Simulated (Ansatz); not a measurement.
# Te2Mo under changes of volume

One of the cells (25.303 Å³/atom); the others are scaled copies at fixed shape and fractional positions:

```
Te Mo
1.0
     6.33000    0.00000    0.00000
     0.00000    3.46900    0.00000
    -0.94679    0.00000   13.82762
Te Mo
8 4
Cartesian
  5.4013 2.6018 8.3588
  -0.0181 0.8672 5.4688
  4.9099 0.8672 11.7728
  0.4733 2.6018 2.0548
  1.7550 2.6018 12.3826
  3.6282 0.8672 1.4450
  2.1916 0.8672 8.9658
  3.1917 2.6018 4.8618
  4.2299 2.6018 13.7253
  1.1533 0.8672 0.1023
  3.8493 0.8672 6.8225
  1.5339 2.6018 7.0051
```

| Item | Value |
| --- | --- |
| Program | Ansatz 0.2.0 |
| Functional | exchange-only PBE |
| Potentials or basis | Ansatz PAW |
| Cutoff | 420 eV (not typed: the program's choice for these potentials) |
| k mesh | 4 × 8 × 2 |
| Occupations | fermi-dirac, width 0.05 eV |
| Spin | no spin polarisation |

```tsv
volume (Å³/atom)	energy over the lowest point (meV/atom)	pressure (GPa)	largest force (eV/Å)
23.785	316.29	25.2	2.237
24.291	241.90	22.0	1.854
24.797	177.31	19.0	1.500
25.303	121.61	16.3	1.173
25.809	73.98	13.9	0.871
26.315	?	?	?
26.821	0.00	9.7	0.400
```

Task: What does the run at 26.315 Å³/atom give?

Result: Energy over the lowest point 33.66 meV/atom; pressure 11.7 GPa; largest force 0.592 eV/Å.

Worked out: A Birch-Murnaghan fit of order 3 (a polynomial in V^(-2/3)) to the other rows has no minimum within the range. It gives 33.66 meV/atom at 26.315 Å³/atom, against the run's 33.66, and -dE/dV = 11.7 GPa, against 11.7.

Energies are extrapolated to zero smearing.

Caveats: the PAW data sets come from PBE, with cores solved anew for the run's functional, which leaves a small shift of forces and pressure; forces of over 1 eV/Å show positions far from the minimum, so gaps and moduli don't describe the material at rest (some runs).
